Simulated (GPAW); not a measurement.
Crystal: CsPbCl3.

```xyz
5
Lattice="5.6050 0.0000 0.0000 0.0000 5.6050 0.0000 0.0000 0.0000 5.6050" Properties=species:S:1:pos:R:3 pbc="T T T"
Pb    2.8025    2.8025    2.8025
Cs    0.0000    0.0000    0.0000
Cl    2.8025    0.0000    2.8025
Cl    0.0000    2.8025    2.8025
Cl    2.8025    2.8025    0.0000
```

Program: GPAW 26.7.0. Alike in all runs: task single point; no spin polarisation; cell as given; k mesh 5 × 5 × 5; cutoff (eV) 600; smearing fermi-dirac 0.05 eV.

Q: Order these runs on this cell by their pressure, lowest first.
A. level r2SCAN; potentials or basis GPAW PAW data sets (gpaw-data 1.2.1), pw
B. level RPBE; potentials or basis the program's PAW data sets (release 1.2.1) made for this functional, pw
C. level LDA; potentials or basis the program's PAW data sets (release 1.2.1) made for this functional, pw

A: C (-1.4 GPa), A (0.8 GPa), B (3.1 GPa).

Caveats: the PAW data sets were made with another functional, which shifts forces and pressure a little (some runs).

Runs at the PBE level aren't shown here.
